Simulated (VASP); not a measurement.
# CdTe in VASP: one cell, several levels of theory, part 2 of 2

VASP 6.6.1, plane waves, PAW.

### 3 Single point with r2SCAN

The input, INCAR:

```
ENCUT = 520.000000
SIGMA = 0.010000
EDIFF = 1.00e-07
ALGO = Normal
METAGGA = R2SCAN
PREC = Accurate
IBRION = -1
ISIF = 2
ISMEAR = 0
NBANDS = 16
NELM = 120
NSW = 0
LASPH = .TRUE.
LCHARG = .FALSE.
LWAVE = .FALSE.
LREAL = .FALSE.
```

The input, KPOINTS:

```
KPOINTS created by Atomic Simulation Environment
0
Gamma
6 6 6
0 0 0
```

The input, KPOINTS_OPT:

```
special points
6
Reciprocal
0.0000000000 0.0000000000 0.0000000000 1
-0.5000000000 -0.5000000000 0.0000000000 1
-0.3750000000 -0.3750000000 0.2500000000 1
-0.3750000000 0.0000000000 0.3750000000 1
0.0000000000 0.0000000000 0.5000000000 1
-0.5000000000 -0.2500000000 0.2500000000 1
```

The input, POSCAR:

```
Cd Te
 1.0000000000000000
     0.0000000000000000    3.2143560137999998    3.2143560137999998
     3.2143560137999998    0.0000000000000000    3.2143560137999998
     3.2143560137999998    3.2143560137999998    0.0000000000000000
 Cd  Te
   1   1
Cartesian
  0.0000000000000000  0.0000000000000000  0.0000000000000000
  1.6071780069000003  1.6071780069000003  1.6071780069000003
```

Run with:

```
> mpirun -np 1 vasp_std
```

Printed to the terminal (iteration lines stand in OSZICAR):

```text
POSCAR found type information on POSCAR CdTe
 POSCAR found :  2 types and       2 ions
 -----------------------------------------------------------------------------
|                                                                             |
|                                                                             |
|     You enforced a specific xc type in the INCAR file but a different       |
|     I HOPE YOU KNOW WHAT YOU ARE DOING!                                     |
|                                                                             |
 -----------------------------------------------------------------------------

 LDA part: xc-table for (None), standard interpolation
 POSCAR, INCAR and KPOINTS ok, starting setup
 FFT: planning ... GRIDC
 FFT: planning ... GRID_SOFT
 FFT: planning ... GRID
 WAVECAR not read
 entering main loop
 Start KPOINTS_OPT (optional k-point list driver)
k-point batch [1-6\6]
```

OSZICAR:

```text
N       E                     dE             d eps       ncg     rms          rms(c)
DAV:   1     0.595382901483E+02    0.59538E+02   -0.84397E+03   512   0.992E+02
DAV:   2    -0.476316104399E+02   -0.10717E+03   -0.10249E+03   608   0.248E+02
DAV:   3    -0.511333393791E+02   -0.35017E+01   -0.34979E+01   640   0.469E+01
DAV:   4    -0.511580407930E+02   -0.24701E-01   -0.24701E-01   760   0.356E+00
DAV:   5    -0.511581406881E+02   -0.99895E-04   -0.99892E-04   680   0.177E-01    0.585E+00
DAV:   6    -0.466203169478E+02    0.45378E+01   -0.28433E+00   544   0.214E+01    0.705E+00
DAV:   7    -0.465929402647E+02    0.27377E-01   -0.12026E-01   640   0.369E+00    0.464E+00
DAV:   8    -0.466021777286E+02   -0.92375E-02   -0.76687E-02   624   0.287E+00    0.941E-01
DAV:   9    -0.466049795490E+02   -0.28018E-02   -0.57281E-03   664   0.596E-01    0.343E-01
DAV:  10    -0.466047120112E+02    0.26754E-03   -0.16929E-03   576   0.439E-01    0.636E-02
DAV:  11    -0.466047071749E+02    0.48364E-05   -0.87998E-05   704   0.116E-01    0.409E-02
DAV:  12    -0.466047130880E+02   -0.59132E-05   -0.29857E-05   600   0.665E-02    0.215E-02
DAV:  13    -0.466047136893E+02   -0.60123E-06   -0.77328E-06   608   0.244E-02    0.596E-03
DAV:  14    -0.466047135606E+02    0.12869E-06   -0.18448E-07   640   0.326E-03    0.434E-03
DAV:  15    -0.466047134514E+02    0.10922E-06   -0.19952E-07   496   0.638E-03    0.689E-04
DAV:  16    -0.466047134738E+02   -0.22427E-07   -0.17192E-08   288   0.845E-04
   1 F= -.46604713E+02 E0= -.46604713E+02  d E =-.429908E-45
       N       E                     dE             ncg
DAV:   1     0.584305656918E+03   -0.27521E+04      200
DAV:   2    -0.253092953059E+02   -0.60961E+03      240
DAV:   3    -0.472077161078E+02   -0.21898E+02      248
DAV:   4    -0.473694746000E+02   -0.16176E+00      296
DAV:   5    -0.473698243019E+02   -0.34970E-03      256
DAV:   6    -0.473698311275E+02   -0.68256E-05      280
DAV:   7    -0.473698312265E+02   -0.98989E-07      248
```

OUTCAR, selected sections:

```text
k-points           NKPTS =     16   k-points in BZ     NKDIM =     16   number of bands    NBANDS=     16

   NELECT =      18.0000    total number of electrons

   dimension x,y,z NGX =    36 NGY =   36 NGZ =   36
   dimension x,y,z NGXF=    72 NGYF=   72 NGZF=   72

  energy-cutoff  :      520.00
  volume of cell :       66.42
      direct lattice vectors                 reciprocal lattice vectors
     0.000000000  3.214356014  3.214356014    -0.155552153  0.155552153  0.155552153
     3.214356014  0.000000000  3.214356014     0.155552153 -0.155552153  0.155552153
     3.214356014  3.214356014  0.000000000     0.155552153  0.155552153 -0.155552153

 k-points in reciprocal lattice and weights: KPOINTS created by Atomic Simulation Env
   0.00000000  0.00000000  0.00000000       0.005
   0.16666667  0.00000000  0.00000000       0.037
   0.33333333  0.00000000  0.00000000       0.037
   0.50000000  0.00000000  0.00000000       0.019
   0.16666667  0.16666667  0.00000000       0.028
   0.33333333  0.16666667  0.00000000       0.111
   0.50000000  0.16666667  0.00000000       0.111
  -0.33333333  0.16666667  0.00000000       0.111
[... 8 more k-points ...]

 E-fermi :   2.4283

 k-point     1 :       0.0000    0.0000    0.0000
  band No.  band energies     occupation
      1      -9.3464      2.00000
      2      -6.3206      2.00000
      3      -6.3206      2.00000
      4      -6.3206      2.00000
      5      -6.0156      2.00000
      6      -6.0156      2.00000
      7       2.3308      2.00000
      8       2.3308      2.00000
      9       2.3308      2.00000
     10       3.6833      0.00000
     11       7.3389      0.00000
     12       7.3389      0.00000
     13       7.3389      0.00000
     14      10.3085      0.00000
     15      12.2014      0.00000
     16      12.2014      0.00000

 k-point     2 :       0.1667    0.0000    0.0000
  band No.  band energies     occupation
      1      -9.2371      2.00000
      2      -6.2992      2.00000
      3      -6.2992      2.00000
      4      -6.2274      2.00000
      5      -6.0168      2.00000
      6      -6.0168      2.00000
      7       0.6104      2.00000
      8       2.0877      2.00000
      9       2.0877      2.00000
     10       4.6888      0.00000
     11       7.4758      0.00000
     12       7.6964      0.00000
     13       7.6964      0.00000
     14      11.2661      0.00000
     15      11.2661      0.00000
     16      11.3049      0.00000

 k-point     3 :       0.3333    0.0000    0.0000
  band No.  band energies     occupation
      1      -9.0192      2.00000
      2      -6.2620      2.00000
      3      -6.2620      2.00000
      4      -6.0124      2.00000
      5      -6.0124      2.00000
      6      -5.9104      2.00000
      7      -1.3869      2.00000
      8       1.6793      2.00000
      9       1.6793      2.00000
     10       4.7156      0.00000
     11       7.9628      0.00000
     12       7.9628      0.00000
     13       9.0961      0.00000
     14      10.8746      0.00000
     15      11.7380      0.00000
     16      11.7380      0.00000

 k-point     4 :       0.5000    0.0000    0.0000
  band No.  band energies     occupation
      1      -8.9131      2.00000
      2      -6.2472      2.00000
      3      -6.2472      2.00000
      4      -6.0057      2.00000
      5      -6.0057      2.00000
      6      -5.6200      2.00000
      7      -2.3174      2.00000
      8       1.5013      2.00000
      9       1.5013      2.00000
     10       4.5907      0.00000
     11       7.9015      0.00000
     12       7.9015      0.00000
     13       9.7679      0.00000
     14      11.6777      0.00000
     15      13.2877      0.00000
     16      13.2877      0.00000

 k-point     5 :       0.1667    0.1667    0.0000
  band No.  band energies     occupation
      1      -9.2011      2.00000
      2      -6.2776      2.00000
      3      -6.2776      2.00000
      4      -6.2287      2.00000
      5      -6.0243      2.00000
      6      -6.0069      2.00000
      7       0.6454      2.00000
      8       1.6839      2.00000
      9       1.6839      2.00000
     10       5.3277      0.00000
     11       6.3864      0.00000
     12       8.3568      0.00000
     13       8.3568      0.00000
     14       9.9091      0.00000
     15      12.1531      0.00000
     16      12.4530      0.00000

 k-point     6 :       0.3333    0.1667    0.0000
  band No.  band energies     occupation
      1      -9.0207      2.00000
      2      -6.2485      2.00000
      3      -6.2358      2.00000
      4      -6.0765      2.00000
      5      -6.0004      2.00000
      6      -5.9369      2.00000
      7      -0.8699      2.00000
      8       1.1494      2.00000
      9       1.2456      2.00000
     10       5.6410      0.00000
     11       6.7730      0.00000
     12       8.4503      0.00000
     13       8.9409      0.00000
     14      10.8042      0.00000
     15      12.6461      0.00000
     16      12.6619      0.00000

 k-point     7 :       0.5000    0.1667    0.0000
  band No.  band energies     occupation
      1      -8.8809      2.00000
      2      -6.2303      2.00000
      3      -6.2175      2.00000
      4      -6.0340      2.00000
      5      -6.0023      2.00000
      6      -5.5940      2.00000
      7      -2.0759      2.00000
      8       0.5963      2.00000
      9       1.1569      2.00000
     10       5.5421      0.00000
     11       7.3817      0.00000
     12       8.7095      0.00000
     13       9.4224      0.00000
     14      11.7167      0.00000
     15      13.0305      0.00000
     16      13.3666      0.00000

 k-point     8 :      -0.3333    0.1667    0.0000
  band No.  band energies     occupation
      1      -8.9153      2.00000
      2      -6.2339      2.00000
      3      -6.2314      2.00000
      4      -6.0193      2.00000
      5      -6.0186      2.00000
      6      -5.6923      2.00000
      7      -1.7807      2.00000
      8       0.4451      2.00000
      9       1.4763      2.00000
     10       5.6299      0.00000
     11       7.6220      0.00000
     12       8.3958      0.00000
     13       9.2119      0.00000
     14      11.3091      0.00000
     15      12.1178      0.00000
     16      13.3483      0.00000

 k-point     9 :      -0.1667    0.1667    0.0000
  band No.  band energies     occupation
      1      -9.0921      2.00000
      2      -6.2749      2.00000
      3      -6.2577      2.00000
      4      -6.0819      2.00000
      5      -6.0261      2.00000
      6      -5.9910      2.00000
      7      -0.4272      2.00000
      8       1.0004      2.00000
      9       1.9588      2.00000
     10       5.5151      0.00000
     11       7.4481      0.00000
     12       7.9345      0.00000
     13       8.2263      0.00000
     14      10.4743      0.00000
     15      11.9105      0.00000
     16      12.7402      0.00000

 k-point    10 :       0.3333    0.3333    0.0000
  band No.  band energies     occupation
      1      -8.9163      2.00000
      2      -6.1840      2.00000
      3      -6.1840      2.00000
      4      -6.1214      2.00000
      5      -5.9896      2.00000
      6      -5.8046      2.00000
      7      -1.2288      2.00000
      8       0.7250      2.00000
      9       0.7250      2.00000
     10       5.3425      0.00000
     11       5.8326      0.00000
     12      10.3009      0.00000
     13      10.4627      0.00000
     14      10.4627      0.00000
     15      13.1433      0.00000
     16      15.0596      0.00000

 k-point    11 :       0.5000    0.3333    0.0000
  band No.  band energies     occupation
      1      -8.8154      2.00000
      2      -6.1806      2.00000
      3      -6.1595      2.00000
      4      -6.0912      2.00000
      5      -5.9908      2.00000
      6      -5.5170      2.00000
      7      -1.9229      2.00000
      8       0.0231      2.00000
      9       0.5811      2.00000
     10       5.4469      0.00000
     11       6.3844      0.00000
     12       9.9072      0.00000
     13      10.6237      0.00000
     14      12.2147      0.00000
     15      13.6437      0.00000
     16      14.5971      0.00000

 k-point    12 :      -0.3333    0.3333    0.0000
  band No.  band energies     occupation
      1      -8.8160      2.00000
      2      -6.2020      2.00000
      3      -6.1817      2.00000
      4      -6.0466      2.00000
      5      -6.0100      2.00000
      6      -5.4475      2.00000
      7      -1.9673      2.00000
      8      -0.4635      2.00000
      9       0.9135      2.00000
     10       5.7259      0.00000
     11       7.8873      0.00000
     12       9.6967      0.00000
     13       9.8637      0.00000
     14      10.4544      0.00000
     15      11.8619      0.00000
     16      15.2397      0.00000

[... the tables of k-points 13 to 16 left out ...]

  Total        1.2047286      1.2047286      1.2047286     -0.0000000     -0.0000000      0.0000000
  in kB       29.0594819     29.0594819     29.0594819     -0.0000000     -0.0000000      0.0000000
  external PRESSURE =      29.0594819 kB  Pullay stress =       0.0000000 kB

 POSITION                                       TOTAL-FORCE (eV/Angst)
 -----------------------------------------------------------------------------------
      0.00000      0.00000      0.00000         0.000000      0.000000      0.000000
      1.60718      1.60718      1.60718        -0.000000     -0.000000     -0.000000
 -----------------------------------------------------------------------------------
    total drift:                               -0.000002     -0.000002     -0.000002

  FREE ENERGIE OF THE ION-ELECTRON SYSTEM (eV)
  ---------------------------------------------------
  free  energy   TOTEN  =       -46.6047134738 eV

  energy  without entropy=      -46.6047134738  energy(sigma->0) =      -46.60471347
```

Run time: 84 s. Hardware: 1 MPI rank of Intel Xeon Platinum 8488C, shared host; peak memory 0.22 GiB.

The levels at the points of KPOINTS_OPT are read from vasprun.xml.

Band energies at the special points (eV, zero at the top of v, the last band that the electrons fill by count):

| point | v−1 | v | c | c+1 |
| --- | --- | --- | --- | --- |
| Γ | 0.00 | 0.00 | 1.35 | 5.01 |
| X | -2.00 | -2.00 | 2.82 | 2.98 |
| U | -2.74 | -1.66 | 3.20 | 4.91 |
| K | -2.74 | -1.66 | 3.20 | 4.91 |
| L | -0.83 | -0.83 | 2.26 | 5.57 |
| W | -2.49 | -2.36 | 4.76 | 4.94 |

Gap with r2SCAN: 1.35 eV, direct (Γ). The pressure is 2.91 GPa; the forces vanish within 0.01 eV/Å.

### 4 Summary

What follows sums up all 2 parts.

| level | gap (eV) | pressure (GPa) |
| --- | --- | --- |
| PBE | 0.84 | 3.94 |
| r2SCAN | 1.35 | 2.91 |

In words: The gap runs from 0.84 eV (PBE) to 1.35 eV (r2SCAN). Spin-orbit coupling is left out, though the cell holds Te (Z = 52); in an element this heavy it can shift bands and gaps by tenths of an eV. At this one volume the pressure spans 2.9 GPa (r2SCAN) to 3.9 GPa (PBE): PBE wants the largest cell and r2SCAN the smallest.
